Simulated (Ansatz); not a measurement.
**Deforming AlN**

```xyz
4
Lattice="3.1110 0.0000 0.0000 -1.5555 2.6942 0.0000 0.0000 0.0000 4.9780" Properties=species:S:1:pos:R:3 pbc="T T T"
Al    0.0000    1.7961    0.0000
Al    1.5555    0.8981    2.4890
N     0.0000    1.7961    1.9165
N     1.5555    0.8981    4.4055
```

Atoms are numbered in the order listed.

The cell is COD entry 9008860, as deposited and not checked against the literature; nothing was relaxed.

The calculation used Ansatz 0.2.0, DFT, PBEsol, all-electron LAPW, scalar-relativistic.

Settings: a Γ-centred 11×11×6 k mesh, Fermi–Dirac smearing of 0.02 eV, basis error target 1 meV/atom, no spin polarisation.

The unchanged cell is at 0.42 GPa.

Semilocal functionals give too small gaps.

x, y and z are the Cartesian axes of the cell as listed; fractional coordinates follow a strain, and an engineering shear is twice the off-diagonal strain component.

Q: With this change (equal xy, yz and zx engineering shear strains of -3 %), what becomes of the energy and stress and forces and gap?

A: Energy change +13 meV/atom; stress change (xx, yy, zz, yz, xz, xy) 0.30, 0.29, 0.26, 3.78, 3.79, 5.32 GPa, compression positive; change of the force on N4 (-0.548, -0.200, -0.042) eV/Å; gap on the k mesh 4.08 → 4.01 eV.

Q: With this change (equal xy, yz and zx engineering shear strains of -1 %), what becomes of the energy and stress and forces and gap?

A: Energy change +1 meV/atom; stress change (xx, yy, zz, yz, xz, xy) 0.03, 0.03, 0.03, 1.27, 1.27, 1.77 GPa, compression positive; change of the force on N4 (-0.170, -0.058, -0.005) eV/Å; gap on the k mesh 4.08 → 4.08 eV.

Q: With this change (equal xy, yz and zx engineering shear strains of +2 %), what becomes of the energy and stress and forces and gap?

A: Energy change +6 meV/atom; stress change (xx, yy, zz, yz, xz, xy) 0.12, 0.14, 0.11, -2.55, -2.56, -3.56 GPa, compression positive; change of the force on N4 (0.306, 0.091, -0.018) eV/Å; gap on the k mesh 4.08 → 4.06 eV.
